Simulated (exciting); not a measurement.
# HgSe (F-43m) in exciting: single point with PBE

Aim: the single point of HgSe with PBE.

All numbers are computed with exciting (release sodium); they aren't measurements. Logs are shortened: lines on timing, memory, paths and dates and some standing lists are left out, and cuts for length are marked.

## 1. Starting point

The structure is cubic, space group F-43m (No. 216). Conventional cell: a = 6.078 Å, b = 6.078 Å, c = 6.078 Å, α = 90.00°, β = 90.00°, γ = 90.00°. Hg (site symmetry -43m) has 4 Se at 2.63 Å as nearest neighbours. Se (site symmetry -43m) is surrounded by 4 Hg at 2.63 Å.

## 2. Single point, PBE

input.xml

```xml
<input>
  <title>HgSe</title>
  <structure speciespath="./" tshift="false">
    <crystal scale="1">
      <basevect>0.000000000000 5.742877692738 5.742877692738</basevect>
      <basevect>5.742877692738 0.000000000000 5.742877692738</basevect>
      <basevect>5.742877692738 5.742877692738 0.000000000000</basevect>
    </crystal>
    <species speciesfile="Hg.xml" rmt="2.3">
      <atom coord="0.000000000000 0.000000000000 0.000000000000"/>
    </species>
    <species speciesfile="Se.xml" rmt="2">
      <atom coord="0.750000000000 0.750000000000 0.750000000000"/>
    </species>
  </structure>
  <groundstate do="fromscratch" ngridk="8 8 8" rgkmax="9" gmaxvr="14" lmaxapw="10" lmaxmat="10" lmaxvr="8" xctype="GGA_PBE" stype="Gaussian" swidth="0.00040424" nempty="10" ValenceRelativity="iora*" epsengy="1e-05" epspot="1e-05" maxscl="60" tforce="true" outputlevel="high"/>
</input>
```

Potentials or basis: all-electron LAPW+lo, shipped species files, valence relativity iora*.

The run is started by

```
$ OMP_NUM_THREADS=1 exciting_smp
```

INFO.OUT:

```text
================================================================================
EXCITING SODIUM started
[... 10 lines left out ...]

 Lattice vectors (cartesian) :
      0.0000000000      5.7428776927      5.7428776927
      5.7428776927      0.0000000000      5.7428776927
      5.7428776927      5.7428776927      0.0000000000

 Reciprocal lattice vectors (cartesian) :
     -0.5470415394      0.5470415394      0.5470415394
      0.5470415394     -0.5470415394      0.5470415394
      0.5470415394      0.5470415394     -0.5470415394

 Unit cell volume                           :     378.8076116648
 Brillouin zone volume                      :       0.6548184509

 Species :    1 (Hg)
     parameters loaded from                 :    Hg.xml
     name                                   :    mercury
     nuclear charge                         :     -80.00000000
     electronic charge                      :      80.00000000
     atomic mass                            :  365653.20120000
     muffin-tin radius                      :       2.30000000
     # of radial points in muffin-tin       :     450

     atomic positions (lattice) :
       1 :   0.00000000  0.00000000  0.00000000

 Species :    2 (Se)
     parameters loaded from                 :    Se.xml
     name                                   :    selenium
     nuclear charge                         :     -34.00000000
     electronic charge                      :      34.00000000
     atomic mass                            :  143935.27480000
     muffin-tin radius                      :       2.00000000
     # of radial points in muffin-tin       :     350

     atomic positions (lattice) :
       1 :   0.75000000  0.75000000  0.75000000

 Total number of atoms per unit cell        :       2

 Spin treatment                             :    spin-unpolarised

 Number of Bravais lattice symmetries       :      48
 Number of crystal symmetries               :      24

 k-point grid                               :       8    8    8
 Total number of k-points                   :      43
 k-point set is reduced with crystal symmetries

 R^MT_min * |G+k|_max (rgkmax)              :       9.00000000
 Species with R^MT_min                      :       2 (Se)
 Maximum |G+k| for APW functions            :       4.50000000
 Maximum |G| for potential and density      :      14.00000000
 Polynomial order for pseudochg. density    :       9

 G-vector grid sizes                        :      40    40    40
 Total number of G-vectors                  :   17477

 Maximum angular momentum used for
     APW functions                          :      10
     computing H and O matrix elements      :      10
     potential and density                  :       8
     inner part of muffin-tin               :       2

 Total nuclear charge                       :    -114.00000000
 Total electronic charge                    :     114.00000000
 Total core charge                          :      80.00000000
 Total valence charge                       :      34.00000000

 Effective Wigner radius, r_s               :       0.92571026

 Number of empty states                     :      10
 Total number of valence states             :      28

 Maximum Hamiltonian size                   :     630
 Maximum number of plane-waves              :     604
 Total number of local-orbitals             :      26

 Exchange-correlation type                  :      20
     Perdew-Burke-Ernzerhof, Phys. Rev. Lett. 77, 3865 (1996)
     Generalised gradient approximation (GGA)

 Smearing scheme                            :    Gaussian
 Smearing width                             :       0.00040424

 Using multisecant Broyden potential mixing
[... 6 lines left out ...]
* Groundstate module started                                                   *
********************************************************************************
 Output level for this task is set to high

++++++++++++++++++++++++++++++++++++++++++++++++++++++++++++++++++++++++++++++++
[... 5 lines left out ...]
+ SCF iteration number :    1                                                  +
++++++++++++++++++++++++++++++++++++++++++++++++++++++++++++++++++++++++++++++++
 Total energy                               :    -22082.74748558
 _______________________________________________________________
 Fermi energy                               :         0.16464197
 Kinetic energy                             :     25185.14915701
 Coulomb energy                             :    -46806.20029779
 Exchange energy                            :      -455.11172513
 Correlation energy                         :        -6.58461968
 Sum of eigenvalues                         :    -13524.36715762
 Effective potential energy                 :    -38709.51631464
 Coulomb potential energy                   :    -38105.90967210
 xc potential energy                        :      -603.60664254
 Hartree energy                             :      7201.50269839
 Electron-nuclear energy                    :    -52508.91506887
 Nuclear-nuclear energy                     :     -1498.78792731
 Madelung energy                            :    -27753.24546174
 Core-electron kinetic energy               :         0.00000000

 DOS at Fermi energy (states/Ha/cell)       :        14.90664713

 Electron charges :
     core                                   :        80.00000000
     core leakage                           :         0.00201755
     valence                                :        34.00000000
     interstitial                           :         5.15732813
     charge in muffin-tin spheres :
                  atom     1    Hg          :        77.47066289
                  atom     2    Se          :        31.37200898
     total charge in muffin-tins            :       108.84267187
     total charge                           :       114.00000000
[... 578 lines left out ...]
 Coulomb energy                             :    -46807.99543009
 Exchange energy                            :      -455.21616788
 Correlation energy                         :        -6.58768210
 Sum of eigenvalues                         :    -13527.01053308
 Effective potential energy                 :    -38704.72248644
 Coulomb potential energy                   :    -38100.97302554
 xc potential energy                        :      -603.74946090
 Hartree energy                             :      7208.23447724
 Electron-nuclear energy                    :    -52517.44198003
 Nuclear-nuclear energy                     :     -1498.78792731
 Madelung energy                            :    -27757.50891732
 Core-electron kinetic energy               :         0.00000000

 DOS at Fermi energy (states/Ha/cell)       :        14.90667808

 Electron charges :
     core                                   :        80.00000000
     core leakage                           :         0.00198093
     valence                                :        34.00000000
     interstitial                           :         5.14140920
     charge in muffin-tin spheres :
                  atom     1    Hg          :        77.64155791
                  atom     2    Se          :        31.21703289
     total charge in muffin-tins            :       108.85859080
     total charge                           :       114.00000000

 RMS change in effective potential (target) :  0.172454E-08  ( 0.100000E-04)
 Absolute change in total energy   (target) :  0.367633E-05  ( 0.100000E-04)
 Charge distance                   (target) :  0.610150E-09  ( 0.100000E-04)
 Abs. change in max-nonIBS-force   (target) :   0.00000      ( 0.500000E-04)

++++++++++++++++++++++++++++++++++++++++++++++++++++++++++++++++++++++++++++++++
| Convergency criteria checked for the last 2 iterations                       +
| Convergence targets achieved. Performing final SCF iteration                 +
++++++++++++++++++++++++++++++++++++++++++++++++++++++++++++++++++++++++++++++++
 Total energy                               :    -22092.08732602
 _______________________________________________________________
 Fermi energy                               :         0.17166977
 Kinetic energy                             :     25177.71195371
 Coulomb energy                             :    -46807.99542977
 Exchange energy                            :      -455.21616787
 Correlation energy                         :        -6.58768210
 Sum of eigenvalues                         :    -13527.01053283
 Effective potential energy                 :    -38704.72248654
 Coulomb potential energy                   :    -38100.97302566
 xc potential energy                        :      -603.74946088
 Hartree energy                             :      7208.23447680
 Electron-nuclear energy                    :    -52517.44197926
 Nuclear-nuclear energy                     :     -1498.78792731
 Madelung energy                            :    -27757.50891694
 Core-electron kinetic energy               :         0.00000000

 DOS at Fermi energy (states/Ha/cell)       :        14.90668370

 Electron charges :
     core                                   :        80.00000000
     core leakage                           :         0.00198093
     valence                                :        34.00000000
     interstitial                           :         5.14140920
     charge in muffin-tin spheres :
                  atom     1    Hg          :        77.64155791
                  atom     2    Se          :        31.21703289
     total charge in muffin-tins            :       108.85859080
     total charge                           :       114.00000000

++++++++++++++++++++++++++++++++++++++++++++++++++++++++++++++++++++++++++++++++
+ Self-consistent loop stopped                                                 +
++++++++++++++++++++++++++++++++++++++++++++++++++++++++++++++++++++++++++++++++
 STATE.OUT is written

--------------------------------------------------------------------------------
- Writing atomic positions and forces                                          -
--------------------------------------------------------------------------------

 Atomic positions (lattice) :
 atom     1  Hg  :     0.00000000    0.00000000    0.00000000
 atom     2  Se  :     0.75000000    0.75000000    0.75000000

 Total atomic forces including IBS (cartesian) :
 atom     1  Hg  :    -0.00000000    0.00000000   -0.00000000
 atom     2  Se  :     0.00000000    0.00000000    0.00000000

 Atomic force components including IBS (cartesian) :
 atom     1  Hg  :    -0.00000000   -0.00000000    0.00000000   HF force
                 :    -0.00000000   -0.00000000   -0.00000000   core correction
                 :     0.00000000   -0.00000000    0.00000000   IBS correction
 atom     2  Se  :     0.00000000    0.00000000   -0.00000000   HF force
                 :     0.00000000    0.00000000    0.00000000   core correction
                 :     0.00000000    0.00000000    0.00000000   IBS correction

********************************************************************************
* Groundstate module stopped                                                   *
********************************************************************************

================================================================================
| EXCITING SODIUM stopped                                                      =
================================================================================
```

Run time: 6.8 min. Hardware: 1 thread of Arm Neoverse V1, shared host; peak memory 0.15 GiB.

Results:

```yaml
Free_energy: -601156.3212 eV
Band_gap_on_the_k_mesh: none (metal or under the smearing width)
All_electrons_inside_the_program's_atomic_spheres: Hg 77.64; Se 31.22 (radii Hg 2.3, Se 2.0 bohr)
```

Spin-orbit coupling is left out, which matters for the levels of Hg.

## 3. For comparison

An earlier run on the cell as given: functional PBE; potentials or basis all-electron LAPW+lo, shipped species files, valence relativity iora*; rgkmax 9; k mesh 8 × 8 × 8; occupations fermi-dirac, width 0.05 eV; no spin polarisation.

- Band gap on the k mesh: none (metal or under the smearing width)
- All electrons inside the program's atomic spheres: Hg 77.64; Se 31.22 (radii Hg 2.3, Se 2.0 bohr)
